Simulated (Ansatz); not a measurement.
**ZrC: moving C off its site**

ZrC, Fm-3m, a = 4.700 Å (as given, not relaxed at this level: 1.2 GPa). Ansatz: PBE, PAW, 420 eV, Γ-centred 18×18×18 mesh on 2 atoms, Gaussian smearing 0.15 eV; no spin polarisation.

```
CELL_PARAMETERS angstrom
0.00000 2.35021 2.35021
2.35021 0.00000 2.35021
2.35021 2.35021 0.00000
ATOMIC_POSITIONS crystal
Zr 0.50000 0.50000 0.50000
C 0.00000 0.00000 0.00000
```

Atom 2 (C) moves by x along the unit vector (0.000, 0.000, -1.000), with its periodic images; all else is held. y is the free energy of the cell over the start, F the force along the path summed over the moved atoms. Symmetry makes y even in x.

| x (Å) | y (meV) | F (eV/Å) |
| --- | --- | --- |
| -0.3000 | ? | ? |
| -0.1500 | 77.8 | 1.06 |
| 0.0000 | 0.0 | 0.00 |
| 0.0375 | 4.9 | -0.26 |
| 0.0750 | 19.5 | -0.51 |
| 0.1125 | 43.5 | -0.77 |
| 0.1875 | 124.2 | -1.42 |
| 0.2250 | 185.1 | -1.84 |
| 0.2625 | 262.5 | -2.30 |

Q: Fit y = c2 x² + c4 x⁴ to the energies of the other rows, give the force constant, and predict energy and force of the missing row.

A: Least squares on the rows shown. y = 3279.3 x² + 7625.3 x⁴. The force constant is 2 c2 = 6.56 eV/Å² (for all images moving together, not for a lone atom). With two atoms in a cubic cell this is the optical mode at Γ (in a metal it hangs on mesh and smearing): ω = 521.5 √(2 c2/μ) = 410 cm⁻¹ for μ = 10.61 u. The force −dy/dx at the missing row is 2.79 eV/Å (computed 2.82). At x = -0.3000 the fit asked for gives 356.9 meV. The run gave 358.4 meV, so the fit is 1.5 meV too low, a small miss on the scale of the series.